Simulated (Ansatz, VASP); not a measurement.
HgTe in VASP and in Ansatz

INCAR

```
SYSTEM = HgTe
PREC = Accurate
ENCUT = 520
EDIFF = 1E-7
ISMEAR = -1
SIGMA = 0.05
LREAL = .False.
LASPH = .True.
NELM = 100
ALGO = Normal
ISIF = 2
LWAVE = .False.
LCHARG = .True.
GGA = PS
LELF = .True.
LVHAR = .True.
NBANDS = 16
```

File KPOINTS:

```
regular mesh
0
Gamma
  7 7 7
  0 0 0
```

POSCAR

```
HgTe
1.0
    0.0000000000      3.1150838257      3.1150838257
    3.1150838257      0.0000000000      3.1150838257
    3.1150838257      3.1150838257      0.0000000000
Hg Te
1 1
Direct
    0.0000000000      0.0000000000      0.0000000000
    0.5000000000      0.5000000000      0.5000000000
```

File input.yaml:

```yaml
crystal:
  lattice:
    - [0.0, 3.1150838257, 3.1150838257]
    - [3.1150838257, 0.0, 3.1150838257]
    - [3.1150838257, 3.1150838257, 0.0]
  atoms:
    - { symbol: Hg, position: [0.0, 0.0, 0.0] }
    - { symbol: Te, position: [0.5, 0.5, 0.5] }
kpoints:
  mp_grid: { grid: [7, 7, 7] }
scf:
  occupations: { method: fermi_dirac, width: 0.05 }
hamiltonian:
  xc: pbesol
  pseudopotentials: { kind: all_electron, lapw: { basis_error: 0.001 } }
output:
  forces: true
  stress: true
  eigenvalues: true
```

Change from the starting cell: volume scaled by 0.94.

Alike in both runs: task single point; functional PBEsol; k mesh 7 × 7 × 7; occupations fermi-dirac, width 0.05 eV; no spin polarisation.

```csv
,VASP,Ansatz
version,VASP 6.6.1,Ansatz 0.2.0
potentials or method,"VASP PAW PBE potentials, release 64 (Hg, Te)","all-electron LAPW, scalar-relativistic"
plane-wave cutoff (eV),520,see its input
```

```csv
,VASP,Ansatz,Ansatz less VASP
gap on the k mesh at the Fermi level (eV),none,none,-
pressure (GPa),-4.8,-4.9,-0.11
```

A gap of «none» marks a metal or a gap that the smearing closes. Ansatz ran all-electron here, so the differences hold the error of VASP's frozen core and of both bases.

Caveats: the PAW data sets were made with another functional, which shifts forces and pressure a little (VASP). The runs have no spin-orbit coupling, so splittings on Hg, Te are missing.
